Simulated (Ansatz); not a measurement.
# PbSe: changing spin-orbit coupling

Symmetry: Fm-3m, No. 225, cubic system. The conventional cell has a = 6.121 Å, b = 6.121 Å, c = 6.121 Å, α = 90.00°, β = 90.00°, γ = 90.00°. Pb (site symmetry m-3m) has 6 Se at 3.06 Å as nearest neighbours. Se (site symmetry m-3m) has 6 Pb at 3.06 Å as nearest neighbours.

Kept alike: task band structure; functional PBEsol; k mesh 8 × 8 × 8; occupations fermi-dirac, width 0.05 eV. Program: Ansatz, Ansatz PAW, cutoff 420 eV. The mesh is that of the run's cell of 2 atoms.

```csv
spin-orbit coupling,band gap (eV)
off,0.200
on,0.274
```

Gaps are the smaller of the mesh's and the band path's. All rows use potentials made for PBE.

The band gap runs from 0.200 (off) to 0.274 eV (on). Spin-orbit coupling splits p and d bands at the edges, and the more so the heavier the atoms. Measured: 0.28 eV at 300 K (a printed reference work); nearest on, 0.006 eV off. The runs are for a static lattice.
